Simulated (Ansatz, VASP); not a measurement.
Two plane-wave programs on LiF

```
Li F
1.0
     0.00000    2.01482    1.98215
     2.01482    0.00000    1.98215
     2.01482    2.01482    0.00000
Li F
1 1
Direct
  0.00000 0.00000 0.00000
  0.50000 0.50000 0.50000
```

Change from the starting cell: epitaxial_xy strain +1.0%.

Alike in both runs: task single point; functional PBE; k mesh 10 × 10 × 10; occupations fermi-dirac, width 0.02 eV; no spin polarisation.

|  | VASP | Ansatz |
| --- | --- | --- |
| version | VASP 6.6.1 | Ansatz 0.2.0 |
| potentials or method | VASP PAW PBE potentials, release 64 (Li_sv, F) | plane waves, PAW |
| plane-wave cutoff (eV) | 520 | 420 |
| valence electrons in the cell | 10 | 10 |

```tsv
	VASP	Ansatz	Ansatz less VASP
gap on the k mesh at the Fermi level (eV)	9.21	9.21	-0.002
```

 A k mesh can miss the band edges.
